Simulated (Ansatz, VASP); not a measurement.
# One calculation of W, two programs

```
W
1.0
     0.00000    2.27871    1.61105
     2.27871    0.00000    1.61105
     2.27871    2.27871    0.00000
W
1
Direct
  0.00000 0.00000 0.00000
```

Alike in both runs: task single point; functional PBEsol; k mesh 22 × 22 × 22; occupations gaussian, width 0.15 eV; no spin polarisation.

```csv
,VASP,Ansatz
version,VASP 6.6.1,Ansatz 0.2.0
potentials or method,"VASP PAW PBE potentials, release 64 (W_sv)","scalar-relativistic, plane waves, PAW"
plane-wave cutoff (eV),520,420
valence electrons in the cell,14,14
```

|  | VASP | Ansatz | Ansatz less VASP |
| --- | --- | --- | --- |
| gap on the k mesh at the Fermi level (eV) | none | none | - |
| pressure (GPa) | -17.7 | -18.1 | -0.39 |

A gap of «none» marks a metal or a gap that the smearing closes. The functional is the same, so the differences come from potentials, cutoffs and numerics.

Caveats: so large a pressure means that the cell lies far from this level's equilibrium, or that cutoff or potentials fall short (VASP); the potentials were made for another functional, which shifts forces and pressure (VASP). The runs have no spin-orbit coupling, so splittings on W are missing.
